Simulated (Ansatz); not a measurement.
Clean, relaxed (110) surface of Sn, space group Fd-3m (No. 227) (top face towards +c; atoms held fixed, by place in the list: 1, 2, 3, 4):

```
CELL_PARAMETERS angstrom
4.62558 0.00000 0.00000
0.00000 6.54156 0.00000
0.00000 0.00000 23.93837
ATOMIC_POSITIONS crystal
Sn 0.50000 0.00000 0.35508
Sn 0.00000 0.25000 0.35508
Sn 0.00000 0.50000 0.45169
Sn 0.50000 0.75000 0.45169
Sn 0.50000 0.99918 0.55018
Sn 0.00000 0.25082 0.55018
Sn 0.00000 0.50062 0.64649
Sn 0.50000 0.74938 0.64649
```

Theory: Ansatz 0.2.0, DFT PBEsol, scalar-relativistic, plane waves, PAW. Plane waves to 420 eV, a k mesh through Γ of 6×5×1 on the computed 8-atom cell and Gaussian smearing (0.10 eV); no spin polarisation. A dipole correction removes the field between periodic images along c.

S (atom) is adsorbed on the top face, one adsorbate per 30.3 Å², and relaxed from 3 starting sites (fractions of a and b). The adsorption energy is E(slab + adsorbate) − E(slab) − E(free adsorbate, spin-polarised where open-shell). Heights count from the highest slab atom after relaxation. Δφ is the top face's. Δp counts per cell along +c. Bonded neighbours lie within 1.25 times the sum of covalent radii (1.35 for H) and, on that scale, within 12 % of the closest. With the adsorbate the cell is lengthened along c to keep the vacuum.

| start | ends at | E_ads (eV) | height (Å) | shortest contact | Δφ (eV) | Δp (e·Å) |
| --- | --- | --- | --- | --- | --- | --- |
| top (Sn) at (0.00, 0.50) | (0.00, 0.02), 3 bonded neighbours (Sn), largest slab move 0.8 Å | -4.09 | 0.84 | S–Sn 2.54 Å | +0.49 | -0.063 |
| hollow (Sn-Sn-Sn) at (0.00, 0.00), 0.5 Å under the top layer | (0.00, 0.78), 3 bonded neighbours (Sn), largest slab move 1.0 Å | -4.35 | -0.07 | S–Sn 2.54 Å | +0.18 | -0.016 |
| bridge (Sn-Sn) at (0.75, 0.12), 0.3 Å under the top layer | (0.75, 0.12), 4 bonded neighbours (Sn) | -3.74 | 0.05 | S–Sn 2.64 Å | +0.24 | -0.042 |

Among the sites tried, the lowest end comes from the hollow (Sn-Sn-Sn) at (0.00, 0.00), 0.5 Å under the top layer start; other sites may lie lower.

Each end is the local minimum or symmetric point that its start leads to. The slab is only 6.9 Å thick, so the energies aren't converged with thickness.

For at least one of the starts the bottom face's work function also shifts by over 0.1 eV: the slab is too thin to screen the adsorbate, so the work functions aren't converged with thickness.